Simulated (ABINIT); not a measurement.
# Al (Fm-3m) in ABINIT: settings compared

Aim: see how the results for Al move with the level of theory and the settings. Levels: r2SCAN, RPBE, revPBE, AM05. Tasks: band structure, equation of state.

Everything below comes from runs of ABINIT 10.8.3 (patched build). Logs are shortened: lines on timing, memory, paths and dates and some standing lists are left out, and cuts for length are marked. The log counts tension as positive stress, the text compression.

**The experiment to reproduce.**

From “The interpretation of polycrystalline coherent inelastic neutron scattering from aluminium”, 2013, pmc:3831299, for a bulk crystal of Al: bulk modulus 76.9 GPa.

How close the calculation comes is told below.

**1. The structure**

The structure is cubic, space group Fm-3m (No. 225). The conventional cell has a = 4.050 Å, b = 4.050 Å, c = 4.050 Å, α = 90.00°, β = 90.00°, γ = 90.00°. Around Al (site symmetry m-3m) lie 12 Al at 2.86 Å.

**2. Band structure, r2SCAN**

Input file run.abi:

```
# Datasets: ground state, then fixed potential
ndtset 2

# Pseudopotentials
pp_dirpath "./"
pseudos "Al_ONCV_PBE-1.2.upf"

# Structure
acell 5.4112434042 5.4112434042 5.4112434042
rprim
     0.0000000000     0.7071067812     0.7071067812
     0.7071067812     0.0000000000     0.7071067812
     0.7071067812     0.7071067812     0.0000000000
ntypat 1
znucl 13
natom 1
typat 1
xcart
     0.0000000000     0.0000000000     0.0000000000 Angstrom

# Plane-wave basis
ecut 36.0

# Exchange and correlation
ixc -497498
usekden 1

# Bands and occupations
occopt 3
tsmear 0.00183747

# SCF cycle
nstep 100

# Output
iomode 3
prtwf 0
prteig 0
prtebands 0
enunit 1
prtden1 1
prtkden1 1

# Dataset 1
kptopt1 1
ngkpt1 11 11 11
nshiftk1 1
shiftk1 0.0 0.0 0.0
nband1 10
tolvrs1 1.0e-9

# Dataset 2: bands along G-X-W-K-G-L-U-W-L-K
iscf2 -2
getden2 1
getkden2 1
nband2 14
nbdbuf2 2
tolwfr2 1.0e-12
kptopt2 -9
ndivsm2 6
prteig2 1
kptbounds2
     0.0000000000     0.0000000000     0.0000000000
     0.5000000000     0.0000000000     0.5000000000
     0.5000000000     0.2500000000     0.7500000000
     0.3750000000     0.3750000000     0.7500000000
     0.0000000000     0.0000000000     0.0000000000
     0.5000000000     0.5000000000     0.5000000000
     0.6250000000     0.2500000000     0.6250000000
     0.5000000000     0.2500000000     0.7500000000
     0.5000000000     0.5000000000     0.5000000000
     0.3750000000     0.3750000000     0.7500000000
```

Potentials or basis: SG15 NC PBE v1.2.

On the command line:

```bash
abinit run.abi > log 2>&1
```

run.abo:

```text
.Version 10.8.3 of ABINIT
 DATASET    1 : space group Fm -3 m (#225); Bravais cF (face-center cubic)
================================================================================
 Values of the parameters that define the memory need for DATASET  1.
     intxc =       0    ionmov =       0      iscf =       7    lmnmax =       4
     lnmax =       4     mgfft =      30  mpssoang =       2    mqgrid =    3001
     natom =       1  nloc_mem =       1    nspden =       1   nspinor =       1
    nsppol =       1      nsym =      48    n1xccc =       0    ntypat =       1
    occopt =       3   xclevel =       2
       mpw =        1179          nfft =       27000          nkpt =          56
================================================================================
================================================================================

 DATASET    2 : space group Fm -3 m (#225); Bravais cF (face-center cubic)
================================================================================
 Values of the parameters that define the memory need for DATASET  2.
     intxc =       0    ionmov =       0      iscf =      -2    lmnmax =       4
     lnmax =       4     mgfft =      30  mpssoang =       2    mqgrid =    3001
     natom =       1  nloc_mem =       1    nspden =       1   nspinor =       1
    nsppol =       1      nsym =      48    n1xccc =       0    ntypat =       1
    occopt =       3   xclevel =       2
       mpw =        1185          nfft =       27000          nkpt =         103
================================================================================
================================================================================

--------------------------------------------------------------------------------
------------- Echo of variables that govern the present computation ------------
--------------------------------------------------------------------------------
 -outvars: echo values of preprocessed input variables --------
            acell      5.4112434042E+00  5.4112434042E+00  5.4112434042E+00 Bohr
              amu      2.69815390E+01
             ecut      3.60000000E+01 Hartree
           enunit           1
           getden1          0
           getden2          1
          getkden1          0
          getkden2          1
             iscf1          7
             iscf2         -2
                       outvar_i_n : Printing only first  50 k-points.
              ixc     -497498
           jdtset        1    2
                       outvar_i_n : Printing only first  50 k-points.
           kptopt1          1
           kptopt2         -9
         kptrlatt       11    0    0      0   11    0      0    0   11
          kptrlen1     5.95236774E+01
          kptrlen2     3.00000000E+01
            natom           1
            nband1         10
            nband2         14
           nbdbuf1          0
           nbdbuf2          2
           ndtset           2
           ndivsm1          0
           ndivsm2          6
            ngfft          30      30      30
             nkpt1         56
             nkpt2        103
            nstep         100
             nsym          48
           ntypat           1
                       prtocc : prtvol=0, do not print more k-points.
           occopt           3
        prtebands           0
           prteig1          0
           prteig2          1
          prtkden           1
            prtwf           0
            rprim      0.0000000000E+00  7.0710678120E-01  7.0710678120E-01
                       7.0710678120E-01  0.0000000000E+00  7.0710678120E-01
                       7.0710678120E-01  7.0710678120E-01  0.0000000000E+00
           shiftk1     0.00000000E+00  0.00000000E+00  0.00000000E+00
           shiftk2     5.00000000E-01  5.00000000E-01  5.00000000E-01
          spgroup         225
           tolvrs1     1.00000000E-09
           tolvrs2     0.00000000E+00
           tolwfr1     0.00000000E+00
           tolwfr2     1.00000000E-12
           tsmear      1.83747000E-03 Hartree
            typat      1
          usekden           1
                       outvars : Printing only first  50 k-points.
            znucl       13.00000

================================================================================

[... 182 lines left out ...]
  6.57E-13  7.06E-14  8.45E-13  9.14E-14  1.31E-12  6.09E-11
 -3.6513E+00 -2.1504E+00 -2.1504E+00 -2.1504E+00 -1.4239E-01  7.8326E-01
  7.8326E-01  7.8326E-01  8.6003E-01  8.6003E-01  8.6003E-01  9.2370E-01
  1.0535E+00  1.0535E+00
 Non-SCF case, kpt    2 (  0.02941  0.00000  0.02941), residuals and eigenvalues=
  1.32E-13  7.37E-13  1.70E-13  1.10E-13  5.62E-13  9.10E-14  9.23E-13  7.96E-13
  2.68E-13  8.09E-13  8.32E-13  6.67E-13  1.22E-10  4.21E-09
 -3.6514E+00 -2.1504E+00 -2.1504E+00 -2.1504E+00 -1.4116E-01  7.7036E-01
  7.7036E-01  7.7297E-01  8.5669E-01  8.7480E-01  8.7480E-01  9.3643E-01
  1.0365E+00  1.0546E+00
 Non-SCF case, kpt    3 (  0.05882  0.00000  0.05882), residuals and eigenvalues=
  5.83E-13  4.33E-13  2.00E-13  1.52E-13  8.59E-14  5.89E-13  6.77E-13  1.26E-13
[... 590 lines left out ...]
  3.4290E-01  5.7384E-01  6.3710E-01  9.8594E-01  1.0589E+00  1.1515E+00
  1.1736E+00  1.3238E+00
 Non-SCF case, kpt  102 (  0.38750  0.38750  0.72500), residuals and eigenvalues=
  1.64E-13  1.25E-13  3.02E-13  1.32E-13  8.73E-14  6.62E-13  2.60E-13  6.82E-13
  5.39E-13  1.30E-13  2.72E-13  9.86E-13  8.37E-13  8.54E-11
 -3.6512E+00 -2.1511E+00 -2.1510E+00 -2.1507E+00  2.0846E-01  2.2140E-01
  3.0329E-01  5.6285E-01  6.2432E-01  9.4854E-01  1.1068E+00  1.1636E+00
  1.1801E+00  1.3588E+00
 Non-SCF case, kpt  103 (  0.37500  0.37500  0.75000), residuals and eigenvalues=
  8.60E-13  2.53E-13  1.37E-13  1.80E-13  2.00E-13  7.61E-14  5.93E-14  2.92E-13
  8.36E-14  3.27E-13  1.76E-13  6.45E-14  5.86E-13  3.07E-11
 -3.6512E+00 -2.1511E+00 -2.1510E+00 -2.1507E+00  2.1857E-01  2.3730E-01
  2.8162E-01  5.5413E-01  6.1388E-01  9.1199E-01  1.1538E+00  1.1571E+00
  1.2028E+00  1.3846E+00

Result for kinetic energy density :

--------------------------------------------------------------------------------
 Total kinetic energy density [Ha/Bohr^3]
)     Maximum=    1.7228E+01  at reduced coord.    0.0000    0.0000    0.0000
)     Minimum=    6.2500E-03  at reduced coord.    0.2667    0.2333    0.2333
   Integrated=    2.9507E+01
--------------------------------------------------------------------------------

--- !ResultsGS
iteration_state: {dtset: 2, }
comment   : Summary of ground state results
lattice_vectors:
- [  0.0000000,   3.8263269,   3.8263269, ]
- [  3.8263269,   0.0000000,   3.8263269, ]
- [  3.8263269,   3.8263269,   0.0000000, ]
lattice_lengths: [   5.41124,    5.41124,    5.41124, ]
lattice_angles: [ 60.000,  60.000,  60.000, ] # degrees, (23, 13, 12)
lattice_volume:   1.1204080E+02
convergence: {deltae:  0.000E+00, res2:  0.000E+00, residm:  9.972E-13, diffor:  0.000E+00, }
etotal    :  -6.92470031E+01
entropy   :   0.00000000E+00
fermie    :   2.93010602E-01
cartesian_stress_tensor: null
pressure_GPa: null
xred      :
- [  0.0000E+00,   0.0000E+00,   0.0000E+00, Al]
cartesian_forces: null
force_length_stats: {min: null, max: null, mean: null, }
...

 Integrated electronic density in atomic spheres:
 ------------------------------------------------
 Atom  Sphere_radius  Integrated_density
    1        2.00000          8.82054406
================================================================================

 ----iterations are completed or convergence reached----

 Mean square residual over all n,k,spin=   36.210E-14; max=  99.725E-14
 reduced coordinates (array xred) for    1 atoms
       0.000000000000      0.000000000000      0.000000000000

 cartesian coordinates (angstrom) at end:
    1      0.00000000000000     0.00000000000000     0.00000000000000
 length scales=  5.411243404200  5.411243404200  5.411243404200 bohr
              =  2.863506690209  2.863506690209  2.863506690209 angstroms
 Eigenvalues (   eV  ) for nkpt= 103  k points:
 kpt#   1, nband= 14, wtk=  1.00000, kpt=  0.0000  0.0000  0.0000 (reduced coord)
 -99.35819  -58.51640  -58.51640  -58.51640   -3.87468   21.31370   21.31370   21.31370
  23.40272   23.40272   23.40272   25.13510   28.66690   28.66690
 kpt#   2, nband= 14, wtk=  1.00000, kpt=  0.0294  0.0000  0.0294 (reduced coord)
 -99.35830  -58.51660  -58.51648  -58.51648   -3.84128   20.96257   20.96257   21.03352
  23.31165   23.80455   23.80455   25.48160   28.20448   28.69774
 kpt#   3, nband= 14, wtk=  1.00000, kpt=  0.0588  0.0000  0.0588 (reduced coord)
 -99.35830  -58.51719  -58.51672  -58.51672   -3.74108   20.27000   20.27000   20.38505
  23.05432   24.64809   24.64809   26.32903   27.04310   28.79021
 kpt#   4, nband= 14, wtk=  1.00000, kpt=  0.0882  0.0000  0.0882 (reduced coord)
 -99.35810  -58.51815  -58.51710  -58.51710   -3.57421   19.52164   19.52164   19.61021
  22.66846   25.56340   25.64403   25.64403   27.43540   28.94403
 kpt#   5, nband= 14, wtk=  1.00000, kpt=  0.1176  0.0000  0.1176 (reduced coord)
 -99.35787  -58.51944  -58.51762  -58.51762   -3.34094   18.79130   18.79130   18.81813
  22.19362   23.97603   26.71188   26.71188   28.69150   29.15872
 kpt#   6, nband= 14, wtk=  1.00000, kpt=  0.1471  0.0000  0.1471 (reduced coord)
 -99.35762  -58.52102  -58.51825  -58.51825   -3.04162   18.05163   18.10098   18.10098
[... 278 lines left out ...]
 -99.35506  -58.53706  -58.52692  -58.52200    4.20530    4.65406   11.88314   16.39884
  18.21514   26.33714   28.39883   30.01268   32.60323   32.93727
 kpt# 100, nband= 14, wtk=  1.00000, kpt=  0.4125  0.4125  0.6750 (reduced coord)
 -99.35493  -58.53610  -58.52868  -58.52253    4.63884    5.08481   10.56390   15.97593
  17.74637   27.55176   27.80801   30.50336   32.24973   34.63749
 kpt# 101, nband= 14, wtk=  1.00000, kpt=  0.4000  0.4000  0.7000 (reduced coord)
 -99.35482  -58.53525  -58.53019  -58.52303    5.13452    5.55778    9.33078   15.61498
  17.33638   26.82891   28.81494   31.33380   31.93437   36.02224
 kpt# 102, nband= 14, wtk=  1.00000, kpt=  0.3875  0.3875  0.7250 (reduced coord)
 -99.35471  -58.53492  -58.53096  -58.52349    5.67238    6.02461    8.25295   15.31588
  16.98856   25.81112   30.11741   31.66341   32.11086   36.97608
 kpt# 103, nband= 14, wtk=  1.00000, kpt=  0.3750  0.3750  0.7500 (reduced coord)
 -99.35466  -58.53539  -58.53064  -58.52387    5.94753    6.45715    7.66331   15.07854
  16.70451   24.81654   31.39781   31.48619   32.72950   37.67593

== END DATASET(S) ==============================================================
================================================================================

 -outvars: echo values of variables after computation  --------
            acell      5.4112434042E+00  5.4112434042E+00  5.4112434042E+00 Bohr
           etotal1    -6.9247003051E+01
            fcart1    -0.0000000000E+00 -0.0000000000E+00 -0.0000000000E+00
            rprim      0.0000000000E+00  7.0710678120E-01  7.0710678120E-01
                       7.0710678120E-01  0.0000000000E+00  7.0710678120E-01
                       7.0710678120E-01  7.0710678120E-01  0.0000000000E+00
           strten1     6.6631174760E-05  6.6631174760E-05  6.6631174760E-05
                       0.0000000000E+00  0.0000000000E+00  0.0000000000E+00
 Calculation completed.
```

It took 2 min on 1 thread of Arm Neoverse V1, shared host; peak memory 0.11 GiB.

What came out:

- Free energy: -1884.3069 eV
- Pressure: -2.0 GPa
- Band gap on the k mesh: none (metal or under the smearing width)
- Valence electrons inside the program's atomic spheres: Al 8.82 (radii [1.0584] Å)

Levels at the corners of the path, in eV from the Fermi level:
| point | band 5 | band 6 | band 7 | band 8 | band 9 | band 10 |
| --- | --- | --- | --- | --- | --- | --- |
| Γ | -11.85 | 13.34 | 13.34 | 13.34 | 15.43 | 15.43 |
| X | -3.13 | -1.69 | 5.43 | 6.07 | 6.07 | 9.83 |
| W | -0.92 | -0.92 | 0.03 | 1.47 | 16.82 | 16.82 |
| K | -2.03 | -1.52 | -0.31 | 7.11 | 8.73 | 16.84 |
| Γ | -11.85 | 13.34 | 13.34 | 13.34 | 15.43 | 15.43 |
| L | -4.97 | -4.56 | 12.08 | 12.08 | 12.49 | 12.49 |
| U | -2.03 | -1.52 | -0.31 | 7.11 | 8.73 | 16.84 |
| W | -0.92 | -0.92 | 0.03 | 1.47 | 16.82 | 16.82 |
| L | -4.97 | -4.56 | 12.08 | 12.08 | 12.49 | 12.49 |
| K | -2.03 | -1.52 | -0.31 | 7.11 | 8.73 | 16.84 |

Caveat: the potentials were made for another functional, which shifts forces and pressure.

**3. Band structure, RPBE**

run.abi, as its differences from that of step 2:

```diff
@@ -5,10 +5,10 @@
 pp_dirpath "./"
-pseudos "Al_ONCV_PBE-1.2.upf"
+pseudos "Al.GGA_PBE-JTH.xml"
 
 # Structure
-acell 5.4112434042 5.4112434042 5.4112434042
+acell 3*1.0 Angstrom
 rprim
-     0.0000000000     0.7071067812     0.7071067812
-     0.7071067812     0.0000000000     0.7071067812
-     0.7071067812     0.7071067812     0.0000000000
+     0.0000000000     2.0248050000     2.0248050000
+     2.0248050000     0.0000000000     2.0248050000
+     2.0248050000     2.0248050000     0.0000000000
 ntypat 1
@@ -17,11 +17,11 @@
 typat 1
-xcart
-     0.0000000000     0.0000000000     0.0000000000 Angstrom
+xred
+     0.0000000000     0.0000000000     0.0000000000
 
 # Plane-wave basis
-ecut 36.0
+ecut 20.0
+pawecutdg 40.0
 
 # Exchange and correlation
-ixc -497498
-usekden 1
+ixc 15
 
@@ -39,5 +39,7 @@
 prtebands 0
-enunit 1
+enunit 2
 prtden1 1
-prtkden1 1
+prtvha1 1
+prtvclmb1 1
+prtpot1 1
 
@@ -48,3 +50,3 @@
 shiftk1 0.0 0.0 0.0
-nband1 10
+nband1 6
 tolvrs1 1.0e-9
@@ -54,4 +56,3 @@
 getden2 1
-getkden2 1
-nband2 14
+nband2 10
 nbdbuf2 2
@@ -61,2 +62,3 @@
 prteig2 1
+prtvol2 -3
 kptbounds2
```

Potentials or basis: JTH PAW PBE v2.0.

On the command line:

```bash
abinit run.abi > log 2>&1
```

run.abo:

```text
.Version 10.8.3 of ABINIT
 DATASET    1 : space group Fm -3 m (#225); Bravais cF (face-center cubic)
================================================================================
 Values of the parameters that define the memory need for DATASET  1.
     intxc =       0    ionmov =       0      iscf =      17    lmnmax =       8
     lnmax =       4     mgfft =      24  mpssoang =       2    mqgrid =    3001
     natom =       1  nloc_mem =       2    nspden =       1   nspinor =       1
    nsppol =       1      nsym =      48    n1xccc =       1    ntypat =       1
    occopt =       3   xclevel =       2
       mpw =         495          nfft =       13824          nkpt =          56
 PAW method is used; the additional fine FFT grid is defined by:
   mgfftf=        32    nfftf =     32768
================================================================================
================================================================================

 DATASET    2 : space group Fm -3 m (#225); Bravais cF (face-center cubic)
================================================================================
 Values of the parameters that define the memory need for DATASET  2.
     intxc =       0    ionmov =       0      iscf =      -2    lmnmax =       8
     lnmax =       4     mgfft =      24  mpssoang =       2    mqgrid =    3001
     natom =       1  nloc_mem =       2    nspden =       1   nspinor =       1
    nsppol =       1      nsym =      48    n1xccc =       1    ntypat =       1
    occopt =       3   xclevel =       2
       mpw =         513          nfft =       13824          nkpt =         103
 PAW method is used; the additional fine FFT grid is defined by:
   mgfftf=        32    nfftf =     32768
[... 1179 lines left out ...]
  26.61913   28.21041
 kpt#   4, nband= 10, wtk=  1.00000, kpt=  0.0882  0.0000  0.0882 (reduced coord)
  -1.95877   19.57738   19.57738   19.80892   22.33551   25.14766   25.14766   25.24879
  27.28496   28.35547
 kpt#   5, nband= 10, wtk=  1.00000, kpt=  0.1176  0.0000  0.1176 (reduced coord)
  -1.74069   18.88708   18.88708   19.07726   21.92550   23.76346   26.14211   26.14211
  28.45235   28.55571
 kpt#   6, nband= 10, wtk=  1.00000, kpt=  0.1471  0.0000  0.1471 (reduced coord)
  -1.46080   18.23823   18.23823   18.36566   21.47257   22.24602   27.16682   27.16682
[... 278 lines left out ...]
   5.38713    5.67273   12.48418   16.64036   18.40538   25.91338   27.75856   29.41092
  31.75019   32.19943
 kpt# 100, nband= 10, wtk=  1.00000, kpt=  0.4125  0.4125  0.6750 (reduced coord)
   5.79044    6.08178   11.24898   16.24551   17.97169   27.04816   27.22212   29.83453
  31.42347   33.78886
 kpt# 101, nband= 10, wtk=  1.00000, kpt=  0.4000  0.4000  0.7000 (reduced coord)
   6.24991    6.53578   10.09032   15.90857   17.59183   26.32848   28.22618   30.57243
  31.13305   35.09603
 kpt# 102, nband= 10, wtk=  1.00000, kpt=  0.3875  0.3875  0.7250 (reduced coord)
   6.73965    7.00369    9.06598   15.62940   17.26897   25.38967   29.43287   30.88922
  31.27471   36.00710
 kpt# 103, nband= 10, wtk=  1.00000, kpt=  0.3750  0.3750  0.7500 (reduced coord)
   6.96374    7.48248    8.47504   15.40794   17.00493   24.46831   30.50813   30.84008
  31.84237   36.66006

== END DATASET(S) ==============================================================
================================================================================

 -outvars: echo values of variables after computation  --------
            acell      1.8897261259E+00  1.8897261259E+00  1.8897261259E+00 Bohr
           etotal1    -2.0940508962E+00
            fcart1    -0.0000000000E+00 -0.0000000000E+00 -0.0000000000E+00
            rprim      0.0000000000E+00  2.0248050000E+00  2.0248050000E+00
                       2.0248050000E+00  0.0000000000E+00  2.0248050000E+00
                       2.0248050000E+00  2.0248050000E+00  0.0000000000E+00
           strten1    -1.8193473966E-05 -1.8193473966E-05 -1.8193473966E-05
                       0.0000000000E+00  0.0000000000E+00  0.0000000000E+00
 Calculation completed.
```

Wall time 9.8 s (1 thread of Arm Neoverse V1, shared host); peak memory 0.11 GiB.

Results:

* Free energy: -56.9820 eV
* Pressure: 0.5 GPa
* Band gap on the k mesh: none (metal or under the smearing width)
* Valence electrons inside the program's atomic spheres: Al 0.72 (radii [1.0074] Å)

Levels at the corners of the path, in eV from the Fermi level:
| point | band 1 | band 2 | band 3 | band 4 | band 5 | band 6 |
| --- | --- | --- | --- | --- | --- | --- |
| Γ | -11.10 | 12.49 | 12.49 | 12.49 | 14.11 | 14.11 |
| X | -2.93 | -1.60 | 5.17 | 5.59 | 5.59 | 9.06 |
| W | -0.86 | -0.86 | 0.14 | 1.15 | 15.71 | 15.71 |
| K | -1.89 | -1.37 | -0.38 | 6.55 | 8.15 | 15.61 |
| Γ | -11.10 | 12.49 | 12.49 | 12.49 | 14.11 | 14.11 |
| L | -4.59 | -4.36 | 11.34 | 11.34 | 11.41 | 11.41 |
| U | -1.89 | -1.37 | -0.38 | 6.55 | 8.15 | 15.61 |
| W | -0.86 | -0.86 | 0.14 | 1.15 | 15.71 | 15.71 |
| L | -4.59 | -4.36 | 11.34 | 11.34 | 11.41 | 11.41 |
| K | -1.89 | -1.37 | -0.38 | 6.55 | 8.15 | 15.61 |

Caveat: the PAW data sets were made with another functional, which shifts forces and pressure a little.

[end of part 1 of 2]
